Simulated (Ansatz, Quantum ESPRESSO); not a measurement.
## BaZrO3 (cubic perovskite): bulk modulus from a few volumes

How stiff is cubic perovskite BaZrO3 under hydrostatic load? Each row relaxes cell and atoms at a set pressure. The symmetry of the cell is held, so distortions that would lower it, which this phase may prefer, aren't tested. The phase is followed to these pressures whether or not it stays the stable one.

Calculated with Ansatz 0.2.0, PBEsol, PAW files of the set soft_1, cutoff 600 eV, Fermi–Dirac smearing 0.02 eV, k-mesh 7×7×7, no spin polarisation, no spin-orbit coupling.

Reference cell, relaxed at zero pressure with PBEsol (Pm-3m): a = 4.1806 Å, b = 4.1806 Å, c = 4.1806 Å, α = 90.00°, β = 90.00°, γ = 90.00°.

```
atom       x       y       z
  Ba  0.0000  0.0000  0.0000
  Zr  0.5000  0.5000  0.5000
   O  0.5000  0.5000  0.0000
   O  0.5000  0.0000  0.5000
   O  0.0000  0.5000  0.5000
```

```
V (Å³/atom)    V/V0  P (GPa)  E − E0 (meV/atom)
    14.9979  1.0263   −3.998                4.9
    13.8391  0.9470    9.998               23.0
    13.5225  0.9253   14.995               47.6
    13.2393  0.9059   19.995               78.4
    12.7507  0.8725   29.980              154.2
```

V0 = 14.6137 Å³ an atom, where the residual pressure P0 is −0.006 GPa. **Question.** Fit the Birch–Murnaghan law and give the pressure and the energy at V = 14.1985 Å³ an atom, a row left out above.

With the Eulerian strain f = ½[(V0/V)^(2/3) − 1] and F = (P − P0)/[3f(1 + 2f)^(5/2)], the third-order law is the line F = B0 + (3/2) B0 (B′ − 4) f.

```
       f  F (GPa)
 0.04759   167.34
 0.03403   166.17
 0.02655   165.49
 0.01849   164.72
−0.00858   162.02
```

A straight line through the 5 rows: the means are 0.02362 for f and 165.15 for F, Σ(Δx)² = 0.001755 and ΣΔxΔy = 0.1671, so the slope is 0.1671/0.001755 = 95.232 and the intercept 165.15 − (95.232)(0.02362) = 162.9.

Hence B0 = 162.9 GPa and B′ = 4 + (95.2)/(1.5 × 162.9) = 4.39. For the withheld volume f = 0.00970, F = 163.82 GPa and P = 5.00 GPa. The run itself gives 5.00 GPa, so the estimate misses by 0.00 GPa, a rounding's worth.

Integrating the same law gives E − E0 = (9/2) B0 V0 f²[1 + (B′ − 4) f] + P0(V0 − V), with 1 GPa Å³ = 6.2415 meV: 6.3 meV an atom. The run itself gives 6.3 meV, so the estimate misses by 0.0 meV, a rounding's worth.

The same fit over all rows at other levels or in other programs gives B0 = 164 GPa with PBEsol (Quantum ESPRESSO, GBRV).

[Logs are printed without paths, hosts, clocks, repeated set-up lines and the standing remarks that a program may print on its own settings, such as how far it seeks lower states.]
